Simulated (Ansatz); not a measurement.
# How much does C in Ru(0001), 2x2 scatter?

Wanted: the reflection from a plane of defects, C in Ru(0001), 2x2, and the resistivity it implies.

Calculated with Ansatz 0.2.0; Ansatz plane-wave DFT, PBE, PAW files; ballistic transport by layer matching (Landauer), zero bias; PAW set soft_1, in the first sound run; inputs show where later runs differ.

Most raw output is cut from this account.

### 1. The starting structure

The cell holds 65 atoms: 64 Ru and 1 C. Its edges and angles: a = 5.412 Å, b = 5.412 Å, c = 34.255 Å, α = 90.0°, β = 90.0°, γ = 120.0°. It derives from Ru. Regions: lead, 40 atoms (40 Ru); scattering region, 25 atoms (24 Ru and 1 C). The structure is stacked along c, and the current runs across the ab planes.

### 2. Transmission at ideal sites

The defect sits in one plane of the supercell, all atoms on ideal sites; the layers about the cell's end are the lead. The mesh across the current, 12×12, is finer than the density's, because channels open and close sharply across the zone. Energies from -0.1 to 0.1 eV in steps of 0.05 eV are too few for the program's thermal sum, so it prints no conductance; for a metal the transmission near the Fermi level serves, at a fraction of the cost.

input.yaml reads:

```yaml
crystal:
  lattice:
    - [5.4116, 0.0, 0.0]
    - [-2.7058, 4.6865830751, 0.0]
    - [0.0, 0.0, 34.2552]
  atoms:
    - { symbol: Ru, position: [0.1666666667, 0.3333333333, 0.03125] }
    - { symbol: Ru, position: [0.1666666667, 0.8333333333, 0.03125] }
    - { symbol: Ru, position: [0.6666666667, 0.3333333333, 0.03125] }
    - { symbol: Ru, position: [0.6666666667, 0.8333333333, 0.03125] }
    - { symbol: Ru, position: [0.3333333333, 0.1666666667, 0.09375] }
    - { symbol: Ru, position: [0.3333333333, 0.6666666667, 0.09375] }
    - { symbol: Ru, position: [0.8333333333, 0.1666666667, 0.09375] }
    - { symbol: Ru, position: [0.8333333333, 0.6666666667, 0.09375] }
[... 53 atom lines left out ...]
    - { symbol: Ru, position: [0.3333333333, 0.1666666667, 0.96875] }
    - { symbol: Ru, position: [0.3333333333, 0.6666666667, 0.96875] }
    - { symbol: Ru, position: [0.8333333333, 0.1666666667, 0.96875] }
    - { symbol: Ru, position: [0.8333333333, 0.6666666667, 0.96875] }
kpoints:
  mp_grid: { grid: [5, 5, 1] }
hamiltonian:
  xc: pbe
  pseudopotentials: { kind: paw, azcp: { folder: soft_1 } }
scf:
  occupations: { method: fermi_dirac, width: 0.1 }
output:
  transmission: { leads: [[0, 8]], kmesh: [12, 12], e_range: [-0.1, 0.1], de: 0.05 }
  write_potential: true
  write_density: true
  volumetric_format: npy
  elf: true
```

Command:

```bash
ansatz run input.yaml --threads 4 --pin off --max-ram 15360MiB --backend cpu --events-out ev --progress --plain --runs-dir out
```

Run time: 5.5 min. Hardware: 4 threads of Arm Neoverse V1, shared host; peak memory 8.6 GiB; 19 min of CPU time.

Numbers from this step:

- free energy: -376486.8160 eV
- energy at zero smearing: -376485.7598 eV
- Fermi energy: 23.50 eV
- cell area: 25.36 Å²
- transmission per spin nearest the Fermi level: 4.642
- open channels per spin nearest the Fermi level: 5.931
- step of the lead's potential: 2.7 meV

Per spin. The transmission, zone mean by energy, zero at the Fermi level:

```tsv
energy (eV)	transmission, zone mean
-0.1000	4.39
-0.0500	4.59
0.0000	4.64
0.0500	4.65
0.1000	4.46
```

Per spin. Table of open channels, zone mean, lead by energy, zero at the Fermi level:

```tsv
energy (eV)	open channels, zone mean, lead
-0.1000	5.64
-0.0500	6.01
0.0000	5.93
0.0500	5.81
0.1000	5.18
```

Transmission over k1 and k2. At 0.0000 eV from the Fermi level.

Values, 12 rows by 12 columns:
```
 4.8  4.3  3.4  2.9  2.9  3.4  4.3  4.8  4.8  3.4  3.4  4.8
 3.5  3.4  4.5  4.6  4.6  4.6  4.5  3.4  3.5  3.4  2.3  3.4
 2.8  2.9  4.6  5.6  5.5  5.5  5.6  4.6  2.9  2.8  3.4  3.4
 3.5  2.9  4.6  5.5  5.9  7.7  5.9  5.5  4.6  2.9  3.5  4.8
 4.8  3.4  4.6  5.5  7.7  9.9  9.9  7.7  5.5  4.6  3.4  4.8
 5.1  4.3  4.5  5.6  5.9  9.9 10.3  9.9  5.9  5.6  4.5  4.3
 4.8  4.8  3.4  4.6  5.5  7.7  9.9  9.9  7.7  5.5  4.6  3.4
 3.5  4.8  3.5  2.9  4.6  5.5  5.9  7.7  5.9  5.5  4.6  2.9
 2.8  3.4  3.4  2.8  2.9  4.6  5.6  5.5  5.5  5.6  4.6  2.9
 3.5  3.4  2.3  3.4  3.5  3.4  4.5  4.6  4.6  4.6  4.5  3.4
 4.8  4.8  3.4  3.4  4.8  4.8  4.3  3.4  2.9  2.9  3.4  4.3
 5.1  4.8  3.5  2.8  3.5  4.8  5.1  4.8  3.5  2.8  3.5  4.8
```
Columns: k1 (b1) from -0.5 to 0.417; rows upwards: k2 (b2) from -0.5 to 0.417.

Open channels over k1 and k2. At 0.0000 eV from the Fermi level.

Ten even steps from '0' (3.0) to '9' (12.0):
```
342112434224
122222221212
012444421022
112448442114
322489984223
342449994424
332248998422
141124484421
022012444421
121212222222
342243421124
331013331013
```
Columns: k1 (b1) from -0.5 to 0.417; rows upwards: k2 (b2) from -0.5 to 0.417.

ELF in the ca plane at fractional y = 0.167, with atoms of Ru within 0.2 Å of it. It is the smooth field of the valence electrons, not physical close to the nuclei.

Ten even steps from '0' (0.22) to '9' (0.60), each cell a mean:
```
12687311000113786111000224785110001126873110
05989602212217989402100018998212112149896122
05989702212217989402111029898212112049897122
12798311001114897211001116995121001127984110
11122010232010221111331011220101331111320102
02111200453011111101552012211102541011111103
11121010242010121110331011210101430111210102
12687311000113786111000115884120001126873110
05989602212217989402111129998212112149896122
05989702212217989402100029888212112159896122
12798311001114897211000215895111001127984110
10122010232010221011322562121101331111320102
02111200463011111101444796111102541011111103
11121010242010121111322673111101430111210102
```
Columns run along c (16.0 Å, from fractional 0.31 to 0.78 of the cell), rows up along a (5.4 Å). Atoms in or near the plane, at fractional coordinates: Ru at (0.34, 0.33), Ru at (0.34, 0.83), Ru at (0.47, 0.33), Ru at (0.47, 0.83), Ru at (0.59, 0.33), Ru at (0.59, 0.83), Ru at (0.72, 0.33), Ru at (0.72, 0.83).

Electrostatic potential energy in the ca plane at fractional y = 0.167, with atoms of Ru within 0.2 Å of it. With pseudopotentials it is smooth inside the atoms' cores, unlike the true potential.

Ten even steps from '0' (-71 eV) to '9' (24 eV), each cell a mean:
```
98534799999997435899999986346999999985347999
96101599999984002699999972003899999961015999
96100599999984001699999972003899999961004899
98424799999997325899999995336999999984247999
99888999878999888999778999889998779998889998
99999999767999999998668999999997668999999997
99989999878999889999778999889998779999889998
98534799999997435899999996346999999985347999
96101599999984002699999983003899999961015999
96100599999984001699999972003899999961004899
98424799999997325899999985336999999984247999
99888999878999888999778998889998779998889998
99999999767999999998667899999997668999999997
99989999878999889999778999889998779999889998
```
Columns run along c (16.0 Å, from fractional 0.31 to 0.78 of the cell; values clipped at the 3rd and 97th percentile), rows up along a (5.4 Å). Atoms in or near the plane, at fractional coordinates: Ru at (0.34, 0.33), Ru at (0.34, 0.83), Ru at (0.47, 0.33), Ru at (0.47, 0.83), Ru at (0.59, 0.33), Ru at (0.59, 0.83), Ru at (0.72, 0.33), Ru at (0.72, 0.83).

Valence density in the ca plane at fractional y = 0.167, with atoms of Ru within 0.2 Å of it. It is the smooth field of the valence electrons, not physical close to the nuclei.

Ten even steps from '0' (0 e/Å³) to '9' (11 e/Å³), each cell a mean:
```
00232000000000232000000001331000000002320000
01697200000002795100000004883000000015972000
01697200000003895100000004984000000016972000
00243000000001342000000001441000000002431000
00000000000000000000000000000000000000000000
00000000110000000000110000000000110000000001
00000000000000000000000000000000000000000000
00232000000000232000000001331000000002320000
01697200000002795100000004883000000015972000
01697200000003895100000004984000000016972000
00243000000001342000000002441000000002431000
00000000000000000000000000000000000000000000
00000000110000000000111000000000110000000001
00000000000000000000000000000000000000000000
```
Columns run along c (16.0 Å, from fractional 0.31 to 0.78 of the cell), rows up along a (5.4 Å). Atoms in or near the plane, at fractional coordinates: Ru at (0.34, 0.33), Ru at (0.34, 0.83), Ru at (0.47, 0.33), Ru at (0.47, 0.83), Ru at (0.59, 0.33), Ru at (0.59, 0.83), Ru at (0.72, 0.33), Ru at (0.72, 0.83).

Over the solved energies the transmission per spin lies between 4.39 and 4.65, out of 5.71 channels of the lead on average (up to 6.01).

### 3. Resistance at ideal sites

This step: Ansatz plane-wave DFT, PBE, PAW files; ballistic transport by layer matching (Landauer), zero bias; area resistance of the defect plane and resistivity an atomic per cent; PAW set soft_1 (Ansatz 0.2.0).

Numbers from this step:

* area resistance: 0.1544 fΩ m²
* T over the leads' mean channel count: 0.7818
* resistivity per at.% scaled from this dense plane, with the factor 3/4 for isotropic scattering: 2.163 µΩ cm

Averaged over the energies near the Fermi level, 78.2 % of the channels pass, which makes 0.154 fΩ m².

By hand, with T and the leads' channels N averaged over the energies near the Fermi level: RA = A (h/2e²)(1/T − 1/N) = 25.36×10⁻²⁰ m² × 12 906 Ω × (1/4.626 − 1/5.917) = 0.154 fΩ m². Per atomic per cent: RA × A / V_atom × 0.01 × 3/4 = 2.16 µΩ cm, with the host's V_atom = 13.57 Å³.

### 4. Relaxing the neighbours

The neighbours of the defect are let go while the lead's layers stay on their sites, since a lead must repeat to 0.01 Å.

This step: Ansatz plane-wave DFT, PBE, PAW files; relaxation with the lead's layers held; PAW set soft_1 (Ansatz 0.2.0).

input.yaml: that of step 2 with these lines changed.

```diff
@@ -78,7 +78,6 @@
   occupations: { method: fermi_dirac, width: 0.1 }
-output:
-  transmission: { leads: [[0, 8]], kmesh: [12, 12], e_range: [-0.1, 0.1], de: 0.05 }
-  write_potential: true
-  write_density: true
-  volumetric_format: npy
-  elf: true
+relax:
+  f_tol: 0.03
+  max_steps: 40
+  constraints:
+    - { sites: [0, 1, 2, 3, 4, 5, 6, 7, 8, 9, 10, 11, 12, 13, 14, 15, 16, 17, 18, 19, 45, 46, 47, 48, 49, 50, 51, 52, 53, 54, 55, 56, 57, 58, 59, 60, 61, 62, 63, 64] }
```

Elapsed: 12 min, on 4 threads; peak memory 8 GiB; 45 min of CPU time.

Step by step:

```tsv
step	energy less that of the first step (eV)	largest force component (eV/Å)
1	0.0000	3.2109
2	-1.2173	0.6901
3	-1.3379	0.1917
4	-1.3408	0.0222
5	-1.3408	0.0222
```

The atoms that moved most (Å):

```tsv
atom	dx	dy	dz	length
Ru30	0.000	0.000	-0.124	0.124
Ru33	0.000	0.085	-0.090	0.124
Ru34	0.074	-0.043	-0.090	0.124
Ru36	-0.074	-0.043	-0.090	0.124
Ru37	0.074	0.043	0.043	0.095
Ru40	0.000	-0.085	0.043	0.095
Ru39	-0.074	0.043	0.043	0.095
Ru35	0.000	0.000	-0.085	0.085
```

Numbers from this step:

```
free energy             : -376488.1570 eV
energy at zero smearing : -376487.1223 eV
```

The largest force component on a free atom ends at 0.022 eV/Å, under the tolerance of 0.03, after 5 steps.

### 5. Transmission after relaxation, relaxed yes

The transmission is solved again on the relaxed atoms.

This step: Ansatz plane-wave DFT, PBE, PAW files; ballistic transport by layer matching (Landauer), zero bias; PAW set soft_1 (Ansatz 0.2.0).

input.yaml reads:

```yaml
crystal:
  lattice:
    - [5.4116, 0.0, 0.0]
    - [-2.7058, 4.6865830751, 0.0]
    - [0.0, 0.0, 34.2552]
  atoms:
    - { symbol: Ru, position: [0.1666666667, 0.3333333333, 0.03125] }
    - { symbol: Ru, position: [0.1666666667, 0.8333333333, 0.03125] }
    - { symbol: Ru, position: [0.6666666667, 0.3333333333, 0.03125] }
    - { symbol: Ru, position: [0.6666666667, 0.8333333333, 0.03125] }
    - { symbol: Ru, position: [0.3333333333, 0.1666666667, 0.09375] }
    - { symbol: Ru, position: [0.3333333333, 0.6666666667, 0.09375] }
    - { symbol: Ru, position: [0.8333333333, 0.1666666667, 0.09375] }
    - { symbol: Ru, position: [0.8333333333, 0.6666666667, 0.09375] }
[... 53 atom lines left out ...]
    - { symbol: Ru, position: [0.3333333333, 0.1666666667, 0.96875] }
    - { symbol: Ru, position: [0.3333333333, 0.6666666667, 0.96875] }
    - { symbol: Ru, position: [0.8333333333, 0.1666666667, 0.96875] }
    - { symbol: Ru, position: [0.8333333333, 0.6666666667, 0.96875] }
kpoints:
  mp_grid: { grid: [5, 5, 1] }
hamiltonian:
  xc: pbe
  pseudopotentials: { kind: paw, azcp: { folder: soft_1 } }
scf:
  occupations: { method: fermi_dirac, width: 0.1 }
output:
  transmission:
    leads: [[0, 8]]
    kmesh: [10, 10]
    e_range: [-0.05, 0.05]
    de: 0.05
  write_potential: true
  write_density: true
  volumetric_format: npy
```

It took 6.2 min on 4 threads; peak memory 8.2 GiB; 23 min of CPU time.

Numbers from this step:

| Property | Result |
| --- | --- |
| free energy | -376488.1567 eV |
| energy at zero smearing | -376487.1220 eV |
| transmission per spin nearest the Fermi level | 3.716 |
| open channels per spin nearest the Fermi level | 5.28 |
| step of the lead's potential | 6.7 meV |

Per spin. Table of transmission, zone mean by energy, zero at the Fermi level:

```tsv
energy (eV)	transmission, zone mean
-0.0500	3.70
0.0000	3.72
0.0500	4.05
```

Transmission over k1 and k2. At 0.0000 eV from the Fermi level.

Values, 10 rows by 10 columns:
```
3.38 3.48 2.54 2.71 2.54 3.48 3.38 1.98 0.55 1.98
2.46 2.54 4.09 4.17 4.17 4.09 2.54 2.46 0.55 0.55
2.46 2.71 4.17 5.32 6.35 5.32 4.17 2.71 2.46 1.98
3.38 2.54 4.17 6.35 8.87 8.87 6.35 4.17 2.54 3.38
3.79 3.48 4.09 5.32 8.87 9.55 8.87 5.32 4.09 3.48
3.38 3.38 2.54 4.17 6.35 8.87 8.87 6.35 4.17 2.54
2.46 1.98 2.46 2.71 4.17 5.32 6.35 5.32 4.17 2.71
2.46 0.55 0.55 2.46 2.54 4.09 4.17 4.17 4.09 2.54
3.38 1.98 0.55 1.98 3.38 3.48 2.54 2.71 2.54 3.48
3.79 3.38 2.46 2.46 3.38 3.79 3.38 2.46 2.46 3.38
```
Columns: k1 (b1) from -0.5 to 0.4; rows upwards: k2 (b2) from -0.5 to 0.4.

Over the solved energies the transmission per spin lies between 3.70 and 4.05, out of 5.48 channels of the lead on average (up to 6).

### 6. Resistance after relaxation

This step: Ansatz plane-wave DFT, PBE, PAW files; ballistic transport by layer matching (Landauer), zero bias; area resistance of the defect plane and resistivity an atomic per cent; PAW set soft_1 (Ansatz 0.2.0).

This step gave:

```
area resistance                                                                                 : 0.2593 fΩ m²
T over the leads' mean channel count                                                            : 0.6973
resistivity per at.% scaled from this dense plane, with the factor 3/4 for isotropic scattering : 3.634 µΩ cm
```

Averaged over the energies near the Fermi level, 69.7 % of the channels pass, which makes 0.259 fΩ m², against 0.154 on ideal sites.

### 7. Outcome

| Quantity | Value |
| --- | --- |
| share of channels that pass, rigid | 0.782 |
| area resistance, rigid | 0.154 fΩ m² |
| resistivity per at.% from the area resistance, times 3/4, rigid | 2.16 µΩ cm |
| share of channels that pass, relaxed | 0.697 |
| area resistance, relaxed | 0.259 fΩ m² |
| resistivity per at.% from the area resistance, times 3/4, relaxed | 3.63 µΩ cm |

What this shows: The plane of defects adds 0.26 fΩ m². Scaled to one atomic per cent that is 4.8 µΩ cm as it stands and 3.6 with the factor 3/4 for isotropic scattering on a spherical Fermi surface; with the reflection in place of the resistance taken as linear in the density it would be 2.5. These are rough estimates of the dilute value, not bounds. One C in each 2x2 cell reflects 30 % of the lead's channels. The relaxed cell differs by 68 % in resistance; between the two runs the lead's own channel count goes from 5.92 to 5.48, so sampling may have a part in it. The defects form a dense periodic sheet that scatters coherently, unlike a dilute random alloy. T and N are means over the solved energies nearest the Fermi level.

[Logs are printed without paths, hosts, clocks, repeated set-up lines and the standing remarks that a program may print on its own settings, such as how far it seeks lower states.]

[Hosts, paths, dates, database ids (printed as entryN), source tags and the programs' standing remarks are cut or masked in the printed files.]
